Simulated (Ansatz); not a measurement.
**MgS: changing the share of exact exchange**

Symmetry: Fm-3m, No. 225, cubic system. Conventional cell: a = 5.203 Å, b = 5.203 Å, c = 5.203 Å, α = 90.00°, β = 90.00°, γ = 90.00°. S (site symmetry m-3m) is surrounded by 6 Mg at 2.60 Å. Mg (site symmetry m-3m) has 6 S at 2.60 Å as nearest neighbours.

Kept alike: task single point; k mesh 5 × 5 × 5; occupations fermi-dirac, width 0.05 eV; no spin polarisation. Program: Ansatz, Ansatz PAW, cutoff 500 eV. The mesh is that of the run's cell of 2 atoms. No spin-orbit coupling.

```csv
"share of exact exchange, α",pressure (GPa)
0,0.08
0.1,?
0.15,-0.42
0.25,-0.76
0.35,-1.09
0.5,-1.58
```

The k mesh is coarse, so the values aren't converged. Pressure is positive in compression, with a Pulay correction for the finite cutoff. All rows use potentials made for PBE. The mesh is thin for exact exchange.

Fit the rows shown and predict the run at 0.1.

A least-squares line through the rows shown is pressure = -3.324 α + 0.077 (largest miss 0.006); at α = 0.1 it gives -0.26 GPa. The run gave: pressure -0.25 GPa.
